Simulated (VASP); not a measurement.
# Shielding tensors and field gradients of BaThO3, part 3 of 3

Aim: NMR shielding tensors and field gradients of BaThO3. The cell has space group Pm-3m. The start is a cell from a database of measured crystal structures.

VASP 6.6.1, plane waves and PAW; the level of theory is named at each step.

So far. Step 2 (Ground state): The cell has a gap of 2.85 eV on this mesh and a pressure of +3.2 GPa, which holds the misfit of the given cell and coordinates with this functional, and any error of cutoff, mesh and data sets. Spin-orbit coupling is left out, which can shift or reorder these edges.

The database entry behind the starting cell is an old determination (1934), so it need not match the best structure at ambient conditions.

### 3. Shielding tensors (continued)

Level of this step: chemical shifts by linear response (GIPAW), LDA; plane waves and PAW (Th, Ba_sv_GW, O) (VASP).

From OUTCAR (step 3):

```text
The static configuration has the point symmetry O_h .

 Found     20 irreducible k-points:

   k-points           NKPTS =     20   k-points in BZ     NKDIM =     20   number of bands    NBANDS=     26

   ENCUT  =  560.0 eV  41.16 Ry    6.42 a.u.   8.64  8.64  8.64*2*pi/ulx,y,z

   NELECT =      40.0000    total number of electrons

  Total        1.8200041      1.8200041      1.8200041      0.0000000     -0.0000000      0.0000000
  in kB       32.4301465     32.4301465     32.4301465      0.0000000     -0.0000000      0.0000000
  external PRESSURE =      32.4301465 kB  Pullay stress =       0.0000000 kB

  energy-cutoff  :      560.00
  volume of cell :       89.92
      direct lattice vectors                 reciprocal lattice vectors
     4.480000000  0.000000000  0.000000000     0.223214286  0.000000000  0.000000000
     0.000000000  4.480000000  0.000000000     0.000000000  0.223214286  0.000000000
     0.000000000  0.000000000  4.480000000     0.000000000  0.000000000  0.223214286

 Electric field gradients after diagonalization (V/A^2)
 (convention: |V_zz| > |V_xx| > |V_yy|)
----------------------------------------------------------------------
 ion       V_xx      V_yy      V_zz     asymmetry (V_yy - V_xx)/ V_zz
----------------------------------------------------------------------
   1       0.000    -0.000     0.000      -1.297
   2       0.000     0.000    -0.000       0.074
   3      30.003    30.003   -60.007       0.000
   4      30.003    30.003   -60.007       0.000
   5      30.003    30.003   -60.007       0.000
----------------------------------------------------------------------

  ORBITAL MAGNETIC SUSCEPTIBILITY, excluding core contribution
 -------------------------------------------------------------
  Approximate magnetic susceptibility, pGv (10^-6 cm^3/mole)
     1        -57.019744          0.000000         -0.000000
     2          0.000000        -57.019744          0.000000
     3         -0.000000          0.000000        -57.019744
 -------------------------------------------------------------
  Approximate magnetic susceptibility, vGv (10^-6 cm^3/mole)
     1        -36.284916         -0.000000         -0.000000
     2         -0.000000        -36.284916         -0.000000
     3         -0.000000         -0.000000        -36.284916

  CSA tensor (J. Mason, Solid State Nucl. Magn. Reson. 2, 285 (1993))
  for chemical shielding  (including the isotropic core contribution)

  BDIR labels direction of applied magnetic field (i.e. B0)
  For BDIR==1, B0 along x-axis, etc.
  Induced field listed along cartesian directions for each BDIR
 ------------------------------------------------------------------------------------------
                 EXCLUDING G=0 CONTRIBUTION              INCLUDING G=0 CONTRIBUTION
 ------------------------------------------------------------------------------------------
  ion  BDIR            X           Y           Z                X           Y           Z
          (   iso_shield        span        skew ) (   iso_shield        span        skew )
 ------------------------------------------------------------------------------------------
    1     1    5610.4633      0.0000      0.0000        5623.5065      0.0000      0.0000
          2       0.0000   5610.4633     -0.0000           0.0000   5623.5065     -0.0000
          3      -0.0000     -0.0000   5610.4633          -0.0000     -0.0000   5623.5065
          (    5610.4633      0.0000      0.0000 ) (    5623.5065      0.0000      0.0000 )

    2     1    5072.2850     -0.0000     -0.0000        5085.3282     -0.0000     -0.0000
          2      -0.0000   5072.2850      0.0000          -0.0000   5085.3282     -0.0000
          3      -0.0000      0.0000   5072.2850          -0.0000     -0.0000   5085.3282
          (    5072.2850      0.0000      0.0000 ) (    5085.3282      0.0000      0.0000 )

    3     1    -549.4892      0.0000     -0.0000        -536.4460      0.0000     -0.0000
          2       0.0000     65.8228      0.0000          -0.0000     78.8660      0.0000
          3      -0.0000      0.0000   -549.4892          -0.0000      0.0000   -536.4460
          (    -344.3852    615.3120      1.0000 ) (    -331.3420    615.3120      1.0000 )

    4     1      65.8228     -0.0000      0.0000          78.8660     -0.0000      0.0000
          2       0.0000   -549.4892      0.0000          -0.0000   -536.4460     -0.0000
          3       0.0000     -0.0000   -549.4892           0.0000     -0.0000   -536.4460
          (    -344.3852    615.3120      1.0000 ) (    -331.3420    615.3120      1.0000 )

    5     1    -549.4892      0.0000     -0.0000        -536.4460     -0.0000     -0.0000
          2       0.0000   -549.4892     -0.0000          -0.0000   -536.4460     -0.0000
          3      -0.0000      0.0000     65.8228          -0.0000      0.0000     78.8660
          (    -344.3852    615.3120      1.0000 ) (    -331.3420    615.3120      1.0000 )
 ------------------------------------------------------------------------------------------

[... 5 parts as in an earlier step ...]

[... 2 further parts left out ...]
```

Spin-orbit coupling is left out, which changes shieldings on and beside heavy atoms by much.

This step gave:

- Fermi energy: 4.684 eV
- pressure: 3.243 GPa
- gap on the k-mesh: 2.848 eV
- least direct gap on the k-mesh: 2.848 eV

Valence and core; the G = 0 term is that of a spherical sample. NMR shielding, by row:

| atom | isotropic shielding (ppm) | span (ppm) | skew | isotropic shielding without the G = 0 term (ppm) |
| --- | --- | --- | --- | --- |
| Th1 | 5624 | 0 | - | 5610 |
| Ba2 | 5085 | 0 | - | 5072 |
| O3 | -331.3 | 615.3 | 1 | -344.4 |
| O4 | -331.3 | 615.3 | 1 | -344.4 |
| O5 | -331.3 | 615.3 | 1 | -344.4 |

Ordered as |Vzz| ≥ |Vxx| ≥ |Vyy|, the program's way. Electric field gradients, by row:

| atom | Vxx (V/Å²) | Vyy (V/Å²) | Vzz (V/Å²) | asymmetry |
| --- | --- | --- | --- | --- |
| Th1 | 0 | 0 | 0 | - |
| Ba2 | 0 | 0 | 0 | - |
| O3 | 30 | 30 | -60.01 | 0 |
| O4 | 30 | 30 | -60.01 | 0 |
| O5 | 30 | 30 | -60.01 | 0 |

### 4. Results

```yaml
th_isotropic_shielding: 5623.5 ppm
ba_isotropic_shielding: 5085.3 ppm
o_isotropic_shielding: -331.3 ppm
```

At LDA the isotropic shieldings are Th 5623.5 ppm; Ba 5085.3 ppm; O -331.3 ppm. The widest tensor is that of O3, with a span (largest less smallest principal value) of 615 ppm. The largest field gradient is Vzz = -60.0 V/Å² at O3. Shifts were not obtained, since a shift is the shielding of a reference compound, computed alike, less these values. The G = 0 term is the part set by the sample's shape, taken here for a sphere. Spin-orbit effects on the shifts of and near heavy atoms are left out. No finer mesh was run, so convergence in it isn't shown. VASP's guide advises NLSPLINE for shieldings, which this input doesn't set; the effect wasn't tested. Where the functional isn't the one that the data sets were made with, the shieldings hold that mismatch too. The cell has space group Pm-3m. The given cell is kept, although it stands at +3.2 GPa at LDA and ENCUT = 560 eV, which holds the mismatch of the given cell with this functional, any error of the entry itself and any basis-set error.

[Lines on the potential files, build, host, timing and source positions are cut from VASP's logs without a mark.]

[Logs are printed without paths, hosts, clocks, repeated set-up lines and the standing remarks that a program may print on its own settings, such as how far it seeks lower states.]

[Hosts, paths, dates, database ids (printed as entryN), source tags and the programs' standing remarks are cut or masked in the printed files.]
